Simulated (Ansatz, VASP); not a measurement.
# Two plane-wave programs on CdSe (Cadmoselite)

The input INCAR:

```
SYSTEM = CdSe
PREC = Accurate ; ENCUT = 520
EDIFF = 1E-6 ; ISMEAR = 0
SIGMA = 0.02 ; LREAL = .False.
LASPH = .True. ; NELM = 80
ALGO = Normal ; ISIF = 2
LWAVE = .False. ; LCHARG = .False.
GGA = PE ; LORBIT = 11
```

Contents of KPOINTS:

```
regular mesh
0
Gamma
  7 7 4
  0 0 0
```

POSCAR

```
CdSe
1.0
    4.3000000000      0.0000000000      0.0000000000
   -2.1500000000      3.7239092363      0.0000000000
    0.0000000000      0.0000000000      7.0200000000
Cd Se
2 2
Direct
    0.6666666667      0.3333333333      0.5000000000
    0.3333333333      0.6666666667      0.0000000000
    0.6666666667      0.3333333333      0.8850000000
    0.3333333333      0.6666666667      0.3850000000
```

Contents of input.yaml:

```yaml
crystal:
  lattice:
    - [4.3, 0.0, 0.0]
    - [-2.15, 3.7239092363, 0.0]
    - [0.0, 0.0, 7.02]
  atoms:
    - { symbol: Cd, position: [0.6666666667, 0.3333333333, 0.5] }
    - { symbol: Cd, position: [0.3333333333, 0.6666666667, 0.0] }
    - { symbol: Se, position: [0.6666666667, 0.3333333333, 0.885] }
    - { symbol: Se, position: [0.3333333333, 0.6666666667, 0.385] }
hamiltonian:
  xc: pbe
  pseudopotentials: { kind: paw }
kpoints:
  mp_grid: { grid: [7, 7, 4] }
scf:
  occupations: { method: gaussian, width: 0.02 }
output:
  forces: true
  stress: true
  eigenvalues: true
```

Alike in both runs: functional PBE; k mesh 7 × 7 × 4; occupations gaussian, width 0.02 eV; no spin polarisation.

|  | VASP | Ansatz |
| --- | --- | --- |
| version | VASP 6.6.1 | Ansatz 0.2.0 |
| potentials or method | VASP PAW PBE potentials, release 64 (Cd, Se) | Ansatz PAW |
| plane-wave cutoff (eV) | 520 | 420 |
| valence electrons in the cell | 36 | 72 |
| task | atomic charges | single point |

|  | VASP | Ansatz | Ansatz less VASP |
| --- | --- | --- | --- |
| gap on the k mesh at the Fermi level (eV) | 0.70 | 0.70 | 0.000 |
| least direct gap on the mesh (eV) | 0.70 | 0.70 | 0.000 |
| pressure (GPa) | 3.3 | 3.0 | -0.32 |
| largest component of the traceless stress (GPa) | 1.40 | 1.35 | -0.053 |
| rms of the force components (eV/Å) | 0.168 | 0.163 | -0.0055 |

Atom by atom the forces differ by 0.006 eV/Å (rms over components). The two sets of potentials don't hold the same shells in valence.

Caveats: odd divisions of the mesh miss points on the zone boundary, where band edges often lie, so the gap on the mesh can be too wide (Ansatz). As with any semilocal functional, this PBE gap is likely too small.
